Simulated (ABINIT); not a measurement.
# PbS (Galena) (Fm-3m) in ABINIT: a series of runs, part 2 of 2

ABINIT 10.8.3 (patched build). The steps go on from the part before.

### Step 3. Single point, r2SCAN

The input, run.abi:

```
# Pseudopotentials
pp_dirpath "./"
pseudos "Pb.GGA_PBE-JTH.xml, S.GGA_PBE-JTH.xml"

# Structure
acell 7.9258966301 7.9258966301 7.9258966301
rprim
     0.0000000000     0.7071067812     0.7071067812
     0.7071067812     0.0000000000     0.7071067812
     0.7071067812     0.7071067812     0.0000000000
ntypat 2
znucl 82 16
natom 2
typat 1 2
xred
     0.0000000000     0.0000000000     0.0000000000
     0.5000000000     0.5000000000     0.5000000000

# Plane-wave basis
ecut 24.0
pawecutdg 46.0

# k points
kptopt 1
ngkpt 5 5 5
nshiftk 1
shiftk 0.0 0.0 0.0

# Exchange and correlation
ixc -497498
usekden 1
pawxcdev 0

# Bands and occupations
nband 14
occopt 3
tsmear 0.00183747

# SCF cycle
nstep 100
tolvrs 1.0e-8

# Output
iomode 3
prtwf 0
prteig 0
prtebands 0
prtvol 2
prtden 1
prtvha 1
prtvclmb 1
prtpot 1
```

Potentials or basis: JTH PAW PBE v2.0.

The run is started by

```console
> abinit run.abi > log 2>&1
```

run.abo:

```text
.Version 10.8.3 of ABINIT
 Symmetries : space group Fm -3 m (#225); Bravais cF (face-center cubic)
================================================================================
 Values of the parameters that define the memory need of the present run
     intxc =       0    ionmov =       0      iscf =      17    lmnmax =      18
     lnmax =       6     mgfft =      36  mpssoang =       3    mqgrid =    3001
     natom =       2  nloc_mem =       2    nspden =       1   nspinor =       1
    nsppol =       1      nsym =      48    n1xccc =       1    ntypat =       2
    occopt =       3   xclevel =       2
       mpw =        1996          nfft =       46656          nkpt =          10
 PAW method is used; the additional fine FFT grid is defined by:
   mgfftf=        50    nfftf =    125000
================================================================================
================================================================================

--------------------------------------------------------------------------------
------------- Echo of variables that govern the present computation ------------
--------------------------------------------------------------------------------
 -outvars: echo values of preprocessed input variables --------
            acell      7.9258966301E+00  7.9258966301E+00  7.9258966301E+00 Bohr
              amu      2.07200000E+02  3.20660000E+01
             ecut      2.40000000E+01 Hartree
              ixc     -497498
         kptrlatt        5    0    0      0    5    0      0    0    5
          kptrlen      3.96294832E+01
            natom           2
            nband          14
            ngfft          36      36      36
          ngfftdg          50      50      50
             nkpt          10
            nstep         100
             nsym          48
           ntypat           2
           occopt           3
        pawecutdg      4.60000000E+01 Hartree
         pawxcdev           0
        prtebands           0
           prteig           0
          prtkden           1
           prtpot           1
         prtvclmb           1
           prtvha           1
           prtvol           2
            prtwf           0
            rprim      0.0000000000E+00  7.0710678120E-01  7.0710678120E-01
                       7.0710678120E-01  0.0000000000E+00  7.0710678120E-01
                       7.0710678120E-01  7.0710678120E-01  0.0000000000E+00
          spgroup         225
[... 257 lines left out ...]
      occupation numbers for kpt#  10
   2.00000    2.00000    2.00000    2.00000    2.00000    2.00000    2.00000    2.00000
   2.00000    2.00000    0.00000    0.00000    0.00000    0.00000
 Total charge density [el/Bohr^3]
)     Maximum=    1.9690E+00  at reduced coord.    0.0000    0.0000    0.0000
)Next maximum=    1.9189E+00  at reduced coord.    0.0000    0.0200    0.9800
)     Minimum=   -2.2125E-01  at reduced coord.    0.5000    0.5000    0.5000
)Next minimum=   -1.9918E-01  at reduced coord.    0.5000    0.5000    0.4800
   Integrated=    2.0000E+01

--- !EnergyTerms
iteration_state     : {dtset: 1, }
comment             : Components of total free energy in Hartree
kinetic             :  9.38522134493137E+00
hartree             :  2.02789973153727E+01
xc                  : -5.88268196283063E+00
Ewald energy        : -5.56148220162385E+01
psp_core            :  1.52127328642987E+00
local_psp           : -6.54715579107793E+01
PAW spherical_terms :  7.89645449525852E+01
internal            : -1.68190249905293E+01
'-kT*entropy'       : -2.75136540058146E-09
total_energy        : -1.68190249932806E+01
total_energy_eV     : -4.57668985372967E+02
...

--- !EnergyTermsDC
iteration_state     : {dtset: 1, }
comment             : '"Double-counting" decomposition of free energy'
band_energy         : -4.15157660208011E+00
Ewald energy        : -5.56148220162385E+01
psp_core            :  1.52127328642987E+00
xc_dc               : -1.95816775575213E+01
PAW spherical_terms :  6.10077721128516E+01
internal            : -1.68190307765584E+01
'-kT*entropy'       : -2.75136540058146E-09
total_energy_dc     : -1.68190307793098E+01
total_energy_dc_eV  : -4.57669142818840E+02
...

--- !EnergyTermsWithPAWCore
iteration_state     : {dtset: 1, }
comment             : 'Components of total free energy, including PAW core contributions'
Total energy        : -2.12819782811957E+04
Total energy DC     : -2.12819782869817E+04
Total energy (eV)   : -5.79112131088194E+05
Total energy DC (eV): -5.79112131245640E+05
...

 Cartesian components of stress tensor (hartree/bohr^3)
  sigma(1 1)= -4.29513011E-05  sigma(3 2)=  0.00000000E+00
  sigma(2 2)= -4.29513011E-05  sigma(3 1)=  0.00000000E+00
  sigma(3 3)= -4.29513011E-05  sigma(2 1)=  0.00000000E+00

-Cartesian components of stress tensor (GPa)         [Pressure=  1.2637E+00 GPa]
- sigma(1 1)= -1.26367091E+00  sigma(3 2)=  0.00000000E+00
- sigma(2 2)= -1.26367091E+00  sigma(3 1)=  0.00000000E+00
- sigma(3 3)= -1.26367091E+00  sigma(2 1)=  0.00000000E+00

== END DATASET(S) ==============================================================
================================================================================

 -outvars: echo values of variables after computation  --------
            acell      7.9258966301E+00  7.9258966301E+00  7.9258966301E+00 Bohr
           etotal     -1.6819030779E+01
            fcart     -0.0000000000E+00 -0.0000000000E+00 -0.0000000000E+00
                      -0.0000000000E+00 -0.0000000000E+00 -0.0000000000E+00
            rprim      0.0000000000E+00  7.0710678120E-01  7.0710678120E-01
                       7.0710678120E-01  0.0000000000E+00  7.0710678120E-01
                       7.0710678120E-01  7.0710678120E-01  0.0000000000E+00
           strten     -4.2951301150E-05 -4.2951301150E-05 -4.2951301150E-05
                       0.0000000000E+00  0.0000000000E+00  0.0000000000E+00
           xangst      0.0000000000E+00  0.0000000000E+00  0.0000000000E+00
                       2.9657499981E+00  2.9657499981E+00  2.9657499981E+00
             xred      0.0000000000E+00  0.0000000000E+00  0.0000000000E+00
                       5.0000000000E-01  5.0000000000E-01  5.0000000000E-01
 Calculation completed.
```

It took 52 s on 1 thread of Arm Neoverse V2, shared host; peak memory 0.16 GiB.

Results:

```
Free energy                                           : -457.6691 eV
Pressure                                              : 1.3 GPa
Valence electrons inside the program's atomic spheres : Pb 11.33; S 3.52
```

Caveat: totals of a meta-GGA on PAW files have another zero than those of a GGA; the PAW data sets were made with another functional, which shifts forces and pressure a little.
